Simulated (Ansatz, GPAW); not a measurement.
This is a calculation of ZnS for GPAW 26.7.0 (ASE script). 

run.py

```python
from ase import Atoms
from ase.dft.bandgap import bandgap
from ase.io import write
from ase.units import GPa
from gpaw import GPAW, PW

atoms = Atoms(['Zn', 'S'],
              cell=[[0.0, 2.702, 2.702],
                    [2.702, 0.0, 2.702],
                    [2.702, 2.702, 0.0]],
              scaled_positions=[[0.75, 0.75, 0.75],
                                [0.0, 0.0, 0.0]],
              pbc=True)

calc = GPAW(mode=PW(600),
            xc='PBE',
            kpts={'size': (9, 9, 9), 'gamma': True},
            occupations={'name': 'methfessel-paxton', 'order': 0, 'width': 0.03},
            nbands=18,
            convergence={'density': 1e-05, 'energy': 1e-05},
            maxiter=150,
            txt='gpaw.txt')
atoms.calc = calc
energy = atoms.get_potential_energy()
forces = atoms.get_forces()
stress = atoms.get_stress()
calc.write('gs.gpw')
write('result.traj', atoms)
print(f'Energy: {energy:.6f} eV')
print('Forces (eV/A):')
print(forces.round(4))
print('Stress (GPa):', (stress / GPa).round(3))
print('Fermi level:', round(calc.get_fermi_level(), 4), 'eV')
print(f'Gap: {bandgap(calc)[0]:.4f} eV, direct: {bandgap(calc, direct=True)[0]:.4f} eV')
```

Potentials or basis: GPAW PAW data sets (gpaw-data 1.2.1), pw.

Launch:

```sh
$ OMP_NUM_THREADS=1 python run.py
```

Translate it to Ansatz 0.2.0. Potentials or basis there: all-electron LAPW, scalar-relativistic.

As run (cutoffs and basis follow the program's own potentials, and thresholds, step limits or extra output files can differ):

File input.yaml:

```yaml
crystal:
  lattice:
    - [0.0, 2.702, 2.702]
    - [2.702, 0.0, 2.702]
    - [2.702, 2.702, 0.0]
  atoms:
    - { symbol: Zn, position: [0.75, 0.75, 0.75] }
    - { symbol: S, position: [0.0, 0.0, 0.0] }
kpoints:
  mp_grid: { grid: [9, 9, 9] }
scf:
  occupations: { method: gaussian, width: 0.03 }
hamiltonian:
  xc: pbe
  pseudopotentials: { kind: all_electron, lapw: { basis_error: 0.001 } }
output:
  forces: true
  stress: true
  eigenvalues: true
```

Potentials or basis: all-electron LAPW, scalar-relativistic.

Launch:

```bash
$ ansatz run input.yaml --threads 1 --pin off --max-ram 3072MiB --backend cpu --events-out ev --progress --plain --runs-dir out
```

Both were run:

|  | GPAW | Ansatz |
| --- | --- | --- |
| Pressure | 1.6 GPa | 1.6 GPa |

Where Ansatz's input types no cutoff or centring, it takes its own default and a Γ-centred mesh.

Pressure is positive in compression.
